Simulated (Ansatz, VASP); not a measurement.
SiO2 in VASP and in Ansatz

```
CELL_PARAMETERS angstrom
4.18010 0.00000 0.00000
0.00000 4.18010 0.00000
0.00000 0.00000 2.72116
ATOMIC_POSITIONS crystal
Si 0.00000 0.00000 0.00000
Si 0.50000 0.50000 0.50000
O 0.30670 0.30670 0.00000
O 0.19330 0.80670 0.50000
O 0.69330 0.69330 0.00000
O 0.80670 0.19330 0.50000
```

Change from the starting cell: zz strain of +2 %, crystal datasets.

Alike in both runs: task electric field gradients; functional PBEsol; k mesh 6 × 6 × 9; occupations fermi-dirac, width 0.03 eV; no spin polarisation.

```csv
,VASP,Ansatz
version,VASP 6.6.1,Ansatz 0.2.0
potentials or method,"VASP PAW PBE potentials, release 64 (Si, O), cutoff 520 eV","all-electron PAW with datasets made for the crystal, scalar-relativistic"
```

Ansatz gave:

```
gap on the k mesh at the Fermi level (eV)                      : 5.16
pressure (GPa)                                                 : -3.3
largest component of the traceless stress (GPa)                : 6.30
rms of the force components (eV/Å)                             : 0.084
Vzz of the field gradient on the site that differs most (V/Å²) : 12.3
```

**Question.** Estimate VASP's values.

**Answer.** gap on the k mesh at the Fermi level (eV): 5.15; pressure (GPa): -2.6; largest component of the traceless stress (GPa): 5.79; rms of the force components (eV/Å): 0.099; Vzz of the field gradient on the site that differs most (V/Å²): -15.3.

Atom by atom the forces differ by 0.015 eV/Å (rms over components). Ansatz ran all-electron here, so the differences hold the error of VASP's frozen core and of both bases.

Caveats: the PAW data sets were made with another functional, which shifts forces and pressure a little (VASP); an odd mesh through Γ misses points on the zone boundary, where band edges often lie.
